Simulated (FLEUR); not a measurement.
# P (Cmce) in FLEUR: notebook, part 2 of 2

FLEUR MaX-R8.1 (patched build s14). Earlier steps stand in the parts before.

## 5. Equation of state, LDA (Perdew-Zunger), 20.46 Å³/atom

Input file inp.xml:

```xml
<?xml version="1.0" encoding="UTF-8" standalone="no"?>
<fleurInput fleurInputVersion="0.39">
   <comment>
      P                                                                                                   
   </comment>
   <calculationSetup>
      <cutoffs Kmax="4.28" Gmax="13.3" GmaxXC="13.3" numbands="0"/>
      <scfLoop itmax="60" minDistance="0.00001" maxIterBroyd="15" imix="Anderson" alpha="0.05" precondParam="0.0" spinf="2.0"/>
      <coreElectrons ctail="T" frcor="F" kcrel="0" coretail_lmax="0"/>
      <xcFunctional name="pz" relativisticCorrections="F"/>
      <magnetism jspins="1"/>
      <soc l_soc="F" theta="0.0" phi="0.0" spav="F"/>
      <expertModes spex="0" secvar="F"/>
      <geometryOptimization l_f="F" forcealpha="1.0" forcemix="BFGS" epsdisp="0.00001" epsforce="0.00001"/>
      <ldaU l_linMix="F" mixParam="0.05" spinf="1.0"/>
   </calculationSetup>
   <cell>
      <bzIntegration valenceElectrons="44.0" mode="hist" fermiSmearingEnergy="0.00183747">
         <kPointListSelection listName="default-1"/>
         <!-- k-points included here -->
         <xi:include xmlns:xi="http://www.w3.org/2001/XInclude" href="kpts.xml"> </xi:include>
      </bzIntegration>
      <!-- symmetry operations included here -->
      <xi:include xmlns:xi="http://www.w3.org/2001/XInclude" href="sym.xml"> </xi:include>
      <bulkLattice scale="1.0000000000">
         <bravaisMatrix>
            <row-1>    3.1137832282417897   -10.3274245610460227     0.0000000000000000</row-1>
            <row-2>    3.1137832282417897    10.3274245610460227     0.0000000000000000</row-2>
            <row-3>    0.0000000000000000     0.0000000000000000     8.5862268750853339</row-3>
         </bravaisMatrix>
      </bulkLattice>
   </cell>
   <atomSpecies>
      <species name="Phosphorous (P)" element="P" atomicNumber="15">
         <mtSphere radius="1.87" gridPoints="639" logIncrement="0.018"/>
         <atomicCutoffs lmax="8" lnonsphr="6"/>
         <electronConfig flipSpins="F">
            <coreConfig>(1s1/2) (2s1/2)</coreConfig>
            <valenceConfig>(2p1/2) (2p3/2) (3s1/2) (3p1/2) (3p3/2)</valenceConfig>
            <stateOccupation state="(3p1/2)" spinUp="0.500000" spinDown="0.500000"/>
            <stateOccupation state="(3p3/2)" spinUp="1.000000" spinDown="1.000000"/>
         </electronConfig>
         <energyParameters s="3" p="3" d="3" f="4"/>
         <lo type="SCLO" l="1" n="2" eDeriv="0"/>
         <lo type="SCLO" l="0" n="3" eDeriv="2"/>
         <lo type="SCLO" l="2" n="3" eDeriv="2"/>
         <lo type="SCLO" l="3" n="4" eDeriv="2"/>
      </species>
   </atomSpecies>
   <atomGroups>
      <atomGroup species="Phosphorous (P)">
         <relPos label="                   1">-.0958568700 .0958568700 -.4111848300</relPos>
         <relPos label="                   2">.0958568700 -.0958568700 .4111848300</relPos>
         <relPos label="                   3">-.4041431300 .4041431300 .0888151700</relPos>
         <relPos label="                   4">.4041431300 -.4041431300 -.0888151700</relPos>
         <force calculate="T" relaxXYZ="TTT"/>
      </atomGroup>
   </atomGroups>
   <output dos="F" band="F" slice="F">
      <checks vchk="F" cdinf="F"/>
      <bandDOS minEnergy="-.5*Htr" maxEnergy="0.5*Htr" sigma="0.015" storeEVData="T"/>
      <vacuumDOS vacdos="F" integ="F" star="F" nstars="0" locx1="0.0" locy1="0.0" locx2="0.0" locy2="0.0" nstm="0" tworkf="0.0"/>
      <unfoldingBand unfoldBand="F" supercellX="1" supercellY="1" supercellZ="1"/>
      <plotting iplot="0" polar="F">
         <plot TwoD="T" vec1="  1.0  0.0  0.0" vec2="  0.0  1.0  0.0" vec3="  0.0  0.0  1.0" zero="  0.0  0.0  0.0" file="plot"/>
      </plotting>
      <chargeDensitySlicing numkpt="0" minEigenval="0.0" maxEigenval="0.0" nnne="0" pallst="F"/>
      <specialOutput eonly="F"/>
      <magneticCircularDichroism mcd="F" energyLo="-10.0" energyUp="0.0"/>
   </output>
  <!-- We include the file relax.xml here to enable relaxations (see documentation) -->
  <xi:include xmlns:xi="http://www.w3.org/2001/XInclude" href="relax.xml"> <xi:fallback/> </xi:include>
</fleurInput>
```

The run is started by

```console
inpgen -f crystal.txt -profile fastHighL
# inp.xml edited to the form shown
fleur
```

It took 2.8 min on 1 thread of Intel Xeon 6975P-C (Granite Rapids), shared host; peak memory 0.08 GiB.

Results (log left out):

```yaml
Free_energy: -37117.0428 eV
Band_gap_on_the_k_mesh: 0.02 eV, direct
Valence_electrons_inside_the_program's_atomic_spheres: P 8.37 (radii P 1.87 bohr)
```

Caveat: the plane-wave cutoff is short for the semicore states, which can make moduli rough.

## 6. Equation of state, LDA (Perdew-Zunger), 21.28 Å³/atom (volume scaled by 1.04)

Changes to inp.xml since step 5:

```diff
@@ -24,3 +24,3 @@
       <xi:include xmlns:xi="http://www.w3.org/2001/XInclude" href="sym.xml"> </xi:include>
-      <bulkLattice scale="1.0000000000">
+      <bulkLattice scale="1.0131594038">
          <bravaisMatrix>
```

Potentials or basis: all-electron, FLAPW.

The run is started by

```console
inpgen -f crystal.txt -profile fastHighL
# inp.xml edited to the form shown
fleur
```

Wall time 2.6 min (1 thread of Intel Xeon 6975P-C (Granite Rapids), shared host); peak memory 0.09 GiB.

Results (log left out):

- Free energy: -37116.9754 eV
- Band gap on the k mesh: 0.04 eV, direct
- Valence electrons inside the program's atomic spheres: P 8.34 (radii P 1.87 bohr)

Caveat: the plane-wave cutoff is short for the semicore states, which can make moduli rough.

## 7. Equation of state, LDA (Perdew-Zunger), 21.69 Å³/atom (volume scaled by 1.06)

Changes to inp.xml since step 6:

```diff
@@ -24,3 +24,3 @@
       <xi:include xmlns:xi="http://www.w3.org/2001/XInclude" href="sym.xml"> </xi:include>
-      <bulkLattice scale="1.0131594038">
+      <bulkLattice scale="1.0196128224">
          <bravaisMatrix>
```

The run is started by

```console
inpgen -f crystal.txt -profile fastHighL
# inp.xml edited to the form shown
fleur
```

Run time: 2.7 min. Hardware: 1 thread of Intel Xeon 6975P-C (Granite Rapids), shared host; peak memory 0.09 GiB.

It converged, with:

- Free energy: -37116.9234 eV
- Band gap on the k mesh: 0.08 eV, direct
- Valence electrons inside the program's atomic spheres: P 8.33 (radii P 1.87 bohr)

Caveat: the plane-wave cutoff is short for the semicore states, which can make moduli rough.

## 8. Equation of state, LDA (Perdew-Zunger)

No new run: the results of the series are fitted here.

What came out:

```yaml
Equilibrium_volume: 19.93 Å³/atom
Bulk_modulus_at_fixed_shape_and_positions: 80 GPa
```

Energy against volume, from the lowest point:
| volume (Å³/atom) | energy (meV/atom) |
| --- | --- |
| 19.230 | 5.45 |
| 19.639 | 0.00 |
| 20.458 | 2.24 |
| 21.276 | 19.09 |
| 21.685 | 32.08 |

Caveat: the plane-wave cutoff is short for the semicore states, which can make moduli rough; the cell was scaled at fixed shape and fractional positions, which overstates the stiffness of a crystal with free parameters, most of all of layers and chains.
